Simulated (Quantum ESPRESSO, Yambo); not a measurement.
# GaN (F-43m): G0W0 on several meshes in Yambo, part 2 of 2

Aim: the GW shift of GaN (F-43m) against the k mesh.

Quantum ESPRESSO 7.5 and Yambo 5.3.0; PBE and many-body steps on it, plane waves. Known limits of the many-body steps: not at the basis limit; no spin-orbit coupling; coarse k mesh.

So far. Step 4 (6×6×6): The gap on the mesh goes from 1.75 eV to 2.61 eV, a correction of +0.86 eV. Step 5 (Empty states on the mesh, 4×4×4 mesh, 123 bands): On this mesh the gap is 1.753 eV.

**7. 4×4×4**

This step: G0W0 on PBE, plane waves, norm-conserving pseudopotentials.

The input, gw11.in:

```
HF_and_locXC
gw0
dyson
ppa
em1d
rim_cut
RandQpts= 1000000
RandGvec= 1 RL
EXXRLvcs= 104 Ry
VXCRLvcs= 416 Ry
Chimod= "HARTREE"
% BndsRnXp
 1 | 123 |
%
NGsBlkXp= 17 Ry
% LongDrXp
 1 | 1 | 1 |
%
% GbndRnge
 1 | 123 |
%
DysSolver= "n"
ExtendOut
PPAPntXp= 27.21138 eV
% QPkrange
 1 | 1 | 12 | 15 |
%
```

Started as:

```
$ OMP_NUM_THREADS=1 mpirun -n 8 yambo -F gw11.in -J gw11 -C gw11 > gw11.log
```

The log of the run:

```text
 Yambo, version 5.3.0

 [02] CORE Variables Setup
 =========================

  [... cell, symmetries and grids as in the set-up ...]

  [02.05] Energies & Occupations
  ==============================

  [X] === General ===
  [X] Electronic Temperature                        :  0.000000  0.000000 [eV K]
  [X] Bosonic    Temperature                        :  0.000000  0.000000 [eV K]
  [X] Finite Temperature mode                       : no
  [X] El. density                                   :  0.11360E+25 [cm-3]
  [X] Fermi Level                                   :  11.62933 [eV]

  [X] === Gaps and Widths ===
  [X] Conduction Band Min                           :  1.752814 [eV]
  [X] Valence Band Max                              :  0.000000 [eV]
  [X] Filled Bands                                  :  13
  [X] Empty Bands                                   :   14  123
  [X] Direct Gap                                    :  1.752814 [eV]
  [X] Direct Gap localized at k                     :  1
  [X] Indirect Gap                                  :  1.752814 [eV]
  [X] Indirect Gap between kpts                     :  1  1
  [X] Last valence band width                       :  3.622458 [eV]
  [X] 1st conduction band width                     :  4.731742 [eV]

 [03] Transferred momenta grid and indexing
 ==========================================

 IBZ Q-points                                      :   8
 BZ  Q-points                                      :   64

 K/Q-points units:
 rlu = crystal or reduced units; cc = cartesian coordinates; iku = interal k-units

 Q [1]          [rlu]:  0.000000  0.000000  0.000000
 Q [2]          [rlu]:  0.10757E-16  0.10757E-16  0.25000
 Q [3]          [rlu]: -0.21514E-16 -0.21514E-16 -0.50000
[...]
================================================

 [VXC] Plane waves :  22219
 [EXS] Plane waves :  2741

 QP @ state[ 1 ] K range:  1  1
 QP @ state[ 1 ] b range:  12  15

 [xc] Functional : Perdew, Burke & Ernzerhof(X)+Perdew, Burke & Ernzerhof(C)
 [xc] LIBXC used to calculate xc functional
  PP Number of Atomic Species                      :  2
  NLCC RL compoments                               :  22219
  PP Number of Atomic Species                      :  2
  NLCC RL compoments                               :  22219

 [xc] E_xc :  -24.12284 [Ha]
      E_xc :  -48.24568 [Ry]

  Local XC kind (lXC) : Perdew, Burke & Ernzerhof(X)+Perdew, Burke & Ernzerhof(C)
  Non-Local XC kind (nlXC) : Hartree-Fock

  Corrections @ K [1] :  [eV]
 <12|nlXC|12> = -22.57686  0.11321E-16 <12|lXC|12> = -19.10882 -0.56645E-15
 <13|nlXC|13> = -22.57678 -0.51163E-17 <13|lXC|13> = -19.10882 -0.37763E-15
 <14|nlXC|14> = -9.847449  0.52679E-17 <14|lXC|14> = -14.14882  0.000000
 <15|nlXC|15> = -7.024794  0.12373E-17 <15|lXC|15> = -13.03826  0.59005E-16

 [08] Dyson equation: Newton solver
 ==================================

  [08.01] G0W0 (W PPA)
  ====================

  [  GW  ] Bands range     :    1  123
  [GW/PPA] G damping       :  0.100000 [eV]

  QP @ state[ 1 ] K range:  1  1
  QP @ state[ 1 ] b range:  12  15

   Sc/G bands                                       :    1  123
   Sc/G damping                                     :  0.100000 ev
   Sc bands terminator                              : no
   Sx RL components                                 :  2741

   QP @ state[ 1 ] K range                          :  1  1
   QP @ state[ 1 ] b range                          :  12  15
   GF energies kind                                 : Perdew, Burke & Ernzerhof(X)+Perdew, Burke & Ernzerhof(C)
   GF WF`s kind                                     : Perdew, Burke & Ernzerhof(X)+Perdew, Burke & Ernzerhof(C)
   Xs energies kind                                 : Perdew, Burke & Ernzerhof(X)+Perdew, Burke & Ernzerhof(C)
   Xs WF`s kind                                     : Perdew, Burke & Ernzerhof(X)+Perdew, Burke & Ernzerhof(C)

 [11] Game Over & Game summary
```

The job ended after 31 s (8 MPI ranks of Arm Neoverse V1, shared host; peak memory 2.8 GiB).

This step gave:

| Quantity | Value |
| --- | --- |
| G0W0 gap on the points computed | 2.563 eV |
| starting gap on the mesh | 1.753 eV |
| k of the valence top | 0, 0, 0 |
| k of the conduction bottom | 0, 0, 0 |
| least direct G0W0 gap on the computed points | 2.563 eV |
| Z at the valence top | 0.7862 |
| Z at the conduction bottom | 0.8131 |

Against G0W0 in Yambo (6×6×6 mesh, 123 bands, screening to 231.3 eV, Godby-Needs plasmon pole), the gap moves by −0.047 eV.

**8. Empty states on the mesh, 8×8×8 mesh, 123 bands**

This step: Quantum ESPRESSO 7.5; DFT, PBE, plane waves, norm-conserving pseudopotentials.

The input, pw.in:

```
&control
  calculation = 'nscf'
  prefix = 'x'
  outdir = 'o'
  pseudo_dir = 'pseudo'
/
&system
  ibrav = 0
  nat = 2
  ntyp = 2
  ecutwfc = 104.0
  nbnd = 123
  force_symmorphic = .true.
/
&electrons
  conv_thr = 1e-9
  electron_maxstep = 80
  diago_full_acc = .true.
  diago_thr_init = 5e-6
/
ATOMIC_SPECIES
  Ga 69.723 Ga.upf
  N 14.007 N.upf
CELL_PARAMETERS angstrom
  0.0000000000 2.2535006075 2.2535006075
  2.2535006075 0.0000000000 2.2535006075
  2.2535006075 2.2535006075 0.0000000000
ATOMIC_POSITIONS crystal
  Ga 0.0000000000 0.0000000000 0.0000000000
  N 0.7500000000 0.7500000000 0.7500000000
K_POINTS automatic
  8 8 8 0 0 0
```

Started as:

```
$ OMP_NUM_THREADS=1 mpirun -n 8 pw.x -nk 4 -in pw.in > pw.out
```

The log of the run:

```text
[banner, memory and clock lines left out]
Program PWSCF v.7.5 starts

     Atomic positions and unit cell read from directory:
     o/x.save/

     Message from routine setup:
     using ibrav=0 with symmetry is DISCOURAGED, use correct ibrav instead

     bravais-lattice index     =            0
     lattice parameter (alat)  =       6.0224  a.u.
     unit-cell volume          =     154.4542 (a.u.)^3
     number of atoms/cell      =            2
     number of atomic types    =            2
     number of electrons       =        26.00
[...]
k = 0.0884 0.0884-0.0884 (  2755 PWs)   bands (ev):

[...]
[... 4 further rows ...]
[...]
160.2800 160.3639 160.6597

          k = 0.1768 0.1768-0.1768 (  2764 PWs)   bands (ev):

[...]
111.6181 114.7804 114.7804 115.9826 121.4206 121.4206 123.7656 124.0009
     [... 4 further rows ...]
   156.0725 156.3497 156.3497 157.2366 160.2403 160.8035 160.8035 161.9751
   161.9751 163.2536 165.1165

          k = 0.2652 0.2652-0.2652 (  2776 PWs)   bands (ev):

     [... further k-points ...]

     highest occupied, lowest unoccupied level (ev):    11.6293   13.3821

     XML data file, pseudopotentials, collected wavefunctions
```

Wall time 14 s (8 MPI ranks); peak memory 0.46 GiB; 1.8 min of CPU time.

Numbers from this step:

| Property | Result |
| --- | --- |
| gap | 1.753 eV |
| k of the valence top | 0, 0, 0 |
| k of the conduction bottom | 0, 0, 0 |
| least direct gap | 1.753 eV |
| k points computed | 29 |
| lowest point of the top converged band, above the valence top | 149.0304 eV |

On this mesh the gap is 1.753 eV.

**9. Conversion and set-up**

This step: Yambo 5.3.0; conversion and set-up on PBE, plane waves, norm-conserving pseudopotentials.

Started as:

```
$ (cd o/x.save; p2y > p2y.log; mv SAVE ../..); yambo > setup.log
```

The log of the run:

```text
 Yambo, version 5.3.0

 [02] CORE Variables Setup
 =========================

  [02.01] Unit cells
  ==================

  Cell kind             :  FCC
  Atoms in the cell     :  Ga  N
  number of Ga atoms    :  1
  number of N  atoms    :  1

  List of atomic masses
  Mass of Ga    :  69.72300
  Mass of N     :  14.00700

  List of atomic coordinates    : [cc]
  Ga1       :  0.000000  0.000000  0.000000  order 1
  N1       :  6.387748  6.387748  6.387748  order 2

  Alat factors          :  4.258499  4.258499  4.258499 [a.u.]
  Direct lattice volume :  154.4542 [a.u.]
[...]
Q [ 1]         [rlu]:  0.000000  0.000000  0.000000
 Q [ 2]         [rlu]:  0.53785E-17  0.53785E-17  0.12500
 Q [ 3]         [rlu]:  0.10757E-16  0.10757E-16  0.25000
[...]
Q [ 8]         [rlu]: -0.16998E-16  0.12500      0.37500
 Q [ 9]         [rlu]: -0.15630E-16  0.12500      0.50000
 Q [10]         [rlu]: -0.59137E-16  0.12500     -0.37500
     [... 17 further rows ...]
 Q [28]         [rlu]:  0.125000 -0.500000 -0.375000
 Q [29]         [rlu]:  0.250000 -0.500000 -0.250000

  [03.01] X indexes
  =================

   [03.01.01] Sigma indexes
   ========================

 [06] Game Over & Game summary
```

Wall time 3 s (1 MPI rank); peak memory 0.24 GiB.

**10. 8×8×8**

This step: G0W0 on PBE, plane waves, norm-conserving pseudopotentials.

The input, gw12.in:

```
HF_and_locXC
gw0
dyson
ppa
em1d
rim_cut
RandQpts= 1000000
RandGvec= 1 RL
EXXRLvcs= 104 Ry
VXCRLvcs= 416 Ry
Chimod= "HARTREE"
% BndsRnXp
 1 | 123 |
%
NGsBlkXp= 17 Ry
% LongDrXp
 1 | 1 | 1 |
%
% GbndRnge
 1 | 123 |
%
DysSolver= "n"
ExtendOut
PPAPntXp= 27.21138 eV
% QPkrange
 1 | 1 | 12 | 15 |
%
```

Started as:

```
$ OMP_NUM_THREADS=1 mpirun -n 8 yambo -F gw12.in -J gw12 -C gw12 > gw12.log
```

The log of the run:

```text
 Yambo, version 5.3.0

 [02] CORE Variables Setup
 =========================

  [... cell, symmetries and grids as in the set-up ...]

  [02.05] Energies & Occupations
  ==============================

  [X] === General ===
  [X] Electronic Temperature                        :  0.000000  0.000000 [eV K]
  [X] Bosonic    Temperature                        :  0.000000  0.000000 [eV K]
  [X] Finite Temperature mode                       : no
  [X] El. density                                   :  0.11360E+25 [cm-3]
[...]
Sx RL components                                 :  2741

   QP @ state[ 1 ] K range                          :  1  1
   QP @ state[ 1 ] b range                          :  12  15
   GF energies kind                                 : Perdew, Burke & Ernzerhof(X)+Perdew, Burke & Ernzerhof(C)
   GF WF`s kind                                     : Perdew, Burke & Ernzerhof(X)+Perdew, Burke & Ernzerhof(C)
   Xs energies kind                                 : Perdew, Burke & Ernzerhof(X)+Perdew, Burke & Ernzerhof(C)
   Xs WF`s kind                                     : Perdew, Burke & Ernzerhof(X)+Perdew, Burke & Ernzerhof(C)

 [11] Game Over & Game summary
```

Elapsed: 12 min, on 8 MPI ranks; peak memory 4.5 GiB; 1.6 h of CPU time.

Numbers from this step:

* G0W0 gap on the points computed: 2.612 eV
* starting gap on the mesh: 1.753 eV
* k of the valence top: 0, 0, 0
* k of the conduction bottom: 0, 0, 0
* least direct G0W0 gap on the computed points: 2.612 eV

Against G0W0 in Yambo (6×6×6 mesh, 123 bands, screening to 231.3 eV, Godby-Needs plasmon pole), the gap moves by +0.001 eV.

**11. The runs together**

Times are wall times on 8 MPI ranks of Arm Neoverse V1, shared host, good to a factor of about two.

```
  run   mesh  bands  screening cutoff (eV)  DFT gap (eV)  gap on the mesh (eV)  direct (eV)    time
6×6×6  6×6×6    123                  231.3         1.753                 2.610        2.610   3 min
4×4×4  4×4×4    123                  231.3         1.753                 2.563        2.563    31 s
8×8×8  8×8×8    123                  231.3         1.753                 2.612        2.612  12 min
```

**12. What came out**

| Item | Value |
| --- | --- |
| 6×6×6 | 2.610 eV |
| 4×4×4 | 2.563 eV |
| 8×8×8 | 2.612 eV |
| known limits | not at the basis limit; no spin-orbit coupling; coarse k mesh |

In words: 4×4×4: −0.047 eV against 6×6×6. 8×8×8: +0.001 eV against 6×6×6. Bands and cutoff are finite, so the gap is not at the basis limit. The miss can reach some tenths of an eV and take either sign; the mesh is an error of its own. In the G0W0 runs levels were corrected at 1 k point alone, so a gap called «on the mesh» is the least over those, and an edge elsewhere would be missed. The many-body steps are scalar-relativistic: spin-orbit coupling is not in them.

[Paths, hosts, dates, memory and timing lines, banners, echoed tables and standing remarks are left out of the program output.]

[Logs are printed without paths, hosts, clocks, repeated set-up lines and the standing remarks that a program may print on its own settings, such as how far it seeks lower states.]

[Runs of the session that timed out or met a known fault of the program may be left out.]

[Hosts, paths, dates, database ids (printed as entryN), source tags and the programs' standing remarks are cut or masked in the printed files.]
